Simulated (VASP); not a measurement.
# BAs (F-43m) in VASP: further runs

Runs on BAs. Level: PBEsol. Tasks: dielectric tensor, phonons.

All numbers are computed with VASP 6.6.1; they aren't measurements. Logs are shortened: lines on timing, memory, paths and dates and some standing lists are left out, and cuts for length are marked.

### 1 The structure

It takes space group F-43m (No. 216, cubic). Conventional cell: a = 4.795 Å, b = 4.795 Å, c = 4.795 Å, α = 90.00°, β = 90.00°, γ = 90.00°. B (site symmetry -43m) is surrounded by 4 As at 2.08 Å. As (site symmetry -43m) is surrounded by 4 B at 2.08 Å.

### 2 Dielectric tensor, PBEsol

Input file INCAR:

```
PREC = Accurate
ENCUT = 600
EDIFF = 1E-8
ISMEAR = 0
SIGMA = 0.03
LREAL = F
LASPH = T
NELM = 80
ALGO = Fast
ISIF = 2
LWAVE = F
LCHARG = F
GGA = PS
LEPSILON = T
```

Input file KPOINTS:

```
regular mesh
0
Monkhorst-Pack
  16 16 16
```

Input file POSCAR:

```
BAs                                     
1.0
    0.0000000000      2.3974576727      2.3974576727
    2.3974576727     -0.0000000000      2.3974576727
    2.3974576727      2.3974576727      0.0000000000
  B               As            
     1     1
Direct
     0.0000000000000000    0.0000000000000000    0.0000000000000000
     0.2500000000000000    0.2500000000000000    0.2500000000000000
```

Potentials or basis: VASP PAW PBE potentials, release 64 (B, As).

Started as:

```bash
cat potpaw_PBE.64/B/POTCAR potpaw_PBE.64/As/POTCAR > POTCAR
mpirun -np 1 vasp_std > vasp.out
```

OUTCAR:

```text
PREC = Accurate
   ENCUT = 600
   EDIFF = 1E-8
   ISMEAR = 0
   LREAL = F
   LASPH = T
   NELM = 80
   ISIF = 2
   GGA = PS
   LEPSILON = T

 ion  position               nearest neighbor table
   1  0.000  0.000  0.000-   2 2.08   2 2.08   2 2.08   2 2.08
   2  0.250  0.250  0.250-   1 2.08   1 2.08   1 2.08   1 2.08

  LATTYP: Found a face centered cubic cell.
 ALAT       =     4.7949153454

  Lattice vectors:

 A1 = (   0.0000000000,   2.3974576727,   2.3974576727)
 A2 = (   2.3974576727,   0.0000000000,   2.3974576727)
 A3 = (   2.3974576727,   2.3974576727,   0.0000000000)

Analysis of symmetry for initial positions (statically):
=====================================================================
 Subroutine PRICEL returns:
 Original cell was already a primitive cell.

 Routine SETGRP: Setting up the symmetry group for a
 face centered cubic supercell.

 Subroutine GETGRP returns: Found 24 space group operations
 (whereof 24 operations were pure point group operations)
 out of a pool of 48 trial point group operations.

The static configuration has the point symmetry T_d .

Analysis of symmetry for dynamics (positions and initial velocities):
=====================================================================
 Subroutine PRICEL returns:
 Original cell was already a primitive cell.

 Routine SETGRP: Setting up the symmetry group for a
 face centered cubic supercell.

 Subroutine GETGRP returns: Found 24 space group operations
 (whereof 24 operations were pure point group operations)
 out of a pool of 48 trial point group operations.

The dynamic configuration has the point symmetry T_d .

 Subroutine INISYM returns: Found 24 space group operations
 (whereof 24 operations are pure point group operations),
 and found     1 'primitive' translations

----------------------------------------------------------------------------------------

                                     Primitive cell

  volume of cell :      27.5602

  direct lattice vectors                    reciprocal lattice vectors
     0.000000000  2.397457673  2.397457673    -0.208554255  0.208554255  0.208554255
     2.397457673  0.000000000  2.397457673     0.208554255 -0.208554255  0.208554255
     2.397457673  2.397457673  0.000000000     0.208554255  0.208554255 -0.208554255

  length of vectors
     3.390517156  3.390517156  3.390517156     0.361226567  0.361226567  0.361226567

  position of ions in fractional coordinates (direct lattice)
     0.000000000  0.000000000  0.000000000
     0.250000000  0.250000000  0.250000000

  ion indices of the primitive-cell ions
   primitive index   ion index
                 1           1
                 2           2

----------------------------------------------------------------------------------------

 KPOINTS: regular mesh

Automatic generation of k-mesh.
 Grid dimensions read from file:
 generate k-points for:   16   16   16

 Generating k-lattice:

  Cartesian coordinates                     Fractional coordinates (reciprocal lattice)
    -0.013034641  0.013034641  0.013034641     0.062500000  0.000000000  0.000000000
     0.013034641 -0.013034641  0.013034641     0.000000000  0.062500000  0.000000000
     0.013034641  0.013034641 -0.013034641     0.000000000  0.000000000  0.062500000

  Length of vectors
     0.022576660  0.022576660  0.022576660

  Shift w.r.t. Gamma in fractional coordinates (k-lattice)
     0.500000000  0.500000000  0.500000000

 Subroutine IBZKPT returns following result:
 ===========================================

 Found    408 irreducible k-points:

 Following reciprocal coordinates:
            Coordinates               Weight
  0.031250  0.031250  0.031250      8.000000
  0.093750  0.031250  0.031250     24.000000
  0.156250  0.031250  0.031250     24.000000
[... 71 lines left out ...]
 non-spin polarized calculation
 RMM-DIIS sequential band-by-band and
 Gauss-broadening in eV      SIGMA  =   0.03
  energy-cutoff  :      600.00
  volume of cell :       27.56
 maximum number of plane-waves:       936
   NGX = 13   NGY = 13   NGZ = 13

--------------------------------------- Ionic step        1  -------------------------------------------

 number of electron       8.0000000 magnetization

 E-fermi :   6.0802     XC(G=0): -10.6835

 val. band max:        5.8863222172   @ k =   0.0313   0.0313   0.0313
 cond. band min:       7.0683503879   @ k =   0.4063   0.4063   0.0313
 fundamental gap:      1.1820281706
 Fermi energy:         6.0801629082

 k-point     1 :       0.0313    0.0313    0.0313
  band No.  band energies     occupation
      1      -9.3983      2.00000
      2       5.7429      2.00000
      3       5.8863      2.00000
      4       5.8863      2.00000
      5       9.1904      0.00000
      6       9.1904      0.00000
      7       9.1920      0.00000
      8      10.5529      0.00000
[... 243 lines left out ...]
 k-point    24 :      -0.4688    0.0938    0.0312
  band No.  band energies     occupation
      1      -6.4909      2.00000
      2      -2.7382      2.00000
      3       3.4503      2.00000
      4       3.9093      2.00000
      5       8.9900      0.00000
      6      10.4862      0.00000
      7      11.0500      0.00000
      8      14.8624      0.00000

 [... further k-points ...]

  FORCE on cell =-STRESS in cart. coord.  units (eV):
  Direction    XX          YY          ZZ          XY          YZ          ZX
  --------------------------------------------------------------------------------------
  -------------------------------------------------------------------------------------
  Total       -0.2568756     -0.2568756     -0.2568756      0.0000000      0.0000000      0.0000000
  in kB      -14.9331231    -14.9331231    -14.9331231      0.0000000      0.0000000      0.0000000
  external PRESSURE =     -14.9331231 kB  Pullay stress =       0.0000000 kB

 VOLUME and BASIS-vectors are now :
 -----------------------------------------------------------------------------
  energy-cutoff  :      600.00
  volume of cell :       27.56
      direct lattice vectors                 reciprocal lattice vectors
     0.000000000  2.397457673  2.397457673    -0.208554255  0.208554255  0.208554255
     2.397457673  0.000000000  2.397457673     0.208554255 -0.208554255  0.208554255
     2.397457673  2.397457673  0.000000000     0.208554255  0.208554255 -0.208554255

 POSITION                                       TOTAL-FORCE (eV/Angst)
 -----------------------------------------------------------------------------------
      0.00000      0.00000      0.00000         0.000000     -0.000000     -0.000000
      1.19873      1.19873      1.19873        -0.000000      0.000000      0.000000
 -----------------------------------------------------------------------------------
    total drift:                               -0.000000     -0.000000     -0.000000

  FREE ENERGIE OF THE ION-ELECTRON SYSTEM (eV)
  ---------------------------------------------------
  free  energy   TOTEN  =       -12.2038615534 eV

  energy  without entropy=      -12.2038615534  energy(sigma->0) =      -12.20386155

 HEAD OF MICROSCOPIC STATIC DIELECTRIC TENSOR (INDEPENDENT PARTICLE, excluding Hartree and local field effects)
 ------------------------------------------------------
          10.299348     0.000000     0.000000
           0.000000    10.299348     0.000000
           0.000000     0.000000    10.299348
 ------------------------------------------------------

 Free energy of the ion-electron system (eV)
  ---------------------------------------------------
  ---------------------------------------------------
  free energy    TOTEN  =        -0.72934683 eV

  energy without entropy =       -0.72934683

------------------------ aborting loop because EDIFF is reached ----------------------------------------

--------------------------------------- Ionic step        2  -------------------------------------------

------------------------ aborting loop because EDIFF is reached ----------------------------------------

--------------------------------------- Ionic step        3  -------------------------------------------

 Free energy of the ion-electron system (eV)
  ---------------------------------------------------
  ---------------------------------------------------
  free energy    TOTEN  =        -0.72934645 eV

  energy without entropy =       -0.72934645

------------------------ aborting loop because EDIFF is reached ----------------------------------------

 PIEZOELECTRIC TENSOR FIELD DIRECTION 3  (e Angst)
 -----------------------------------------------------------------------------
    -0.00067  0.13004  0.00000           ( -0.00000  0.09435  0.00000)
     0.13004 -0.00067  0.00000           (  0.09435 -0.00000  0.00000)
     0.00000  0.00000  0.00090           (  0.00000  0.00000 -0.00000)

 PIEZOELECTRIC TENSOR FIELD DIRECTION 3  (C/m^2)
 -----------------------------------------------------------------------------
    -0.00039  0.07559  0.00000
     0.07559 -0.00039  0.00000
     0.00000  0.00000  0.00052

 MACROSCOPIC STATIC DIELECTRIC TENSOR (including local field effects in DFT)
 ------------------------------------------------------
           9.917478    -0.000000    -0.000000
           0.000000     9.917478    -0.000000
          -0.000000     0.000000     9.917478
 ------------------------------------------------------

 PIEZOELECTRIC TENSOR (including local field effects)  for field in x, y, z        (e  Angst)
          XX          YY          ZZ          XY          YZ          ZX
  --------------------------------------------------------------------------------
  x     0.00000     0.00000    -0.00000     0.00000     0.12907    -0.00000
  y     0.00000     0.00000    -0.00000     0.00000     0.00000     0.12907
  z    -0.00000    -0.00000     0.00000     0.12907     0.00000     0.00000

 PIEZOELECTRIC TENSOR (including local field effects)  for field in x, y, z        (C/m^2)
          XX          YY          ZZ          XY          YZ          ZX
  --------------------------------------------------------------------------------
  x     0.00000     0.00000    -0.00000     0.00000     0.07503    -0.00000
  y     0.00000     0.00000    -0.00000     0.00000     0.00000     0.07503
  z    -0.00000    -0.00000     0.00000     0.07503     0.00000     0.00000

 BORN EFFECTIVE CHARGES (including local field effects) (in |e|, cummulative output)
 ---------------------------------------------------------------------------------
 ion    1
    1    -0.47336     0.00000     0.00000
    2     0.00000    -0.47336    -0.00000
    3     0.00000    -0.00000    -0.47336
 ion    2
    1     0.47336    -0.00000    -0.00000
    2    -0.00000     0.47336     0.00000
    3     0.00000     0.00000     0.47336
```

Wall time 15 min (1 thread of Intel Xeon 6975P-C (Granite Rapids), shared host); peak memory 1.4 GiB.

What came out:

```yaml
Electronic_dielectric_tensor_diagonal: 9.92
Born_charges_mean_of_the_diagonal: B -0.47; As +0.47 e
```

Levels at points of the mesh, in eV from the valence-band top:
| k point | band 2 | band 3 | band 4 | band 5 | band 6 | band 7 |
| --- | --- | --- | --- | --- | --- | --- |
| (0.03, 0.03, 0.03) | -0.14 | 0.00 | 0.00 | 3.30 | 3.30 | 3.31 |

Electronic dielectric tensor:
```
9.92 0.00 0.00
0.00 9.92 0.00
0.00 0.00 9.92
```

Born effective charge tensors (e):
atom 1, B
```
-0.47  0.00  0.00
 0.00 -0.47  0.00
 0.00  0.00 -0.47
```
atom 2, As
```
0.47 0.00 0.00
0.00 0.47 0.00
0.00 0.00 0.47
```

Caveat: the PAW data sets were made with another functional, which shifts forces and pressure a little.

[end of part 1 of 2]
